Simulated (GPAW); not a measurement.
Runs of GPAW 26.7.0 on MgS. It takes space group F-43m (No. 216, cubic). The conventional cell has a = 5.666 Å, b = 5.666 Å, c = 5.666 Å, α = 90.00°, β = 90.00°, γ = 90.00°. S (site symmetry -43m) is surrounded by 4 Mg at 2.45 Å. Around Mg (site symmetry -43m) lie 4 S at 2.45 Å. The cell comes from a database or a generator and needn't be the stable form of this composition.

```csv
task,level,potentials or basis,cell,k mesh,cutoff (eV),smearing,response ecut,frequency,extrapolate,vertex,qp bands,mesh quality,gap on the mesh (eV),pressure (GPa),relaxed volume (Å³/atom)
single point,r2SCAN+D4,"GPAW PAW data sets (gpaw-data 1.2.1), pw",as given,8 × 8 × 8,800,fermi-dirac 0.05 eV,-,-,-,-,-,not flagged,4.13,(a),-
relaxation of cell and atoms,PBEsol+D3,"PAW data sets generated in the run's folder for this functional, pw",relaxed,8 × 8 × 8,800,fermi-dirac 0.05 eV,-,-,-,-,-,not flagged,(c),0.1,22.06
relaxation of cell and atoms,PBEsol,"PAW data sets generated in the run's folder for this functional, pw",relaxed,8 × 8 × 8,800,fermi-dirac 0.05 eV,-,-,-,-,-,not flagged,3.31,0.0,22.59
relaxation of cell and atoms,PBEsol+D3(BJ)+ATM,"PAW data sets generated in the run's folder for this functional, pw",relaxed,8 × 8 × 8,800,fermi-dirac 0.05 eV,-,-,-,-,-,not flagged,(b),0.1,22.00
```

Alike in all rows: no spin polarisation.

**Question.** Estimate the missing entries.

**Answer.** (a) -0.6; (b) 3.44; (c) 3.43.

Caveats: later steps reuse the first step's grids (some runs); the PAW data sets were made with another functional, which shifts forces and pressure a little (some runs).

A k mesh can miss the band edges.

Not every run made on this cell is shown here.
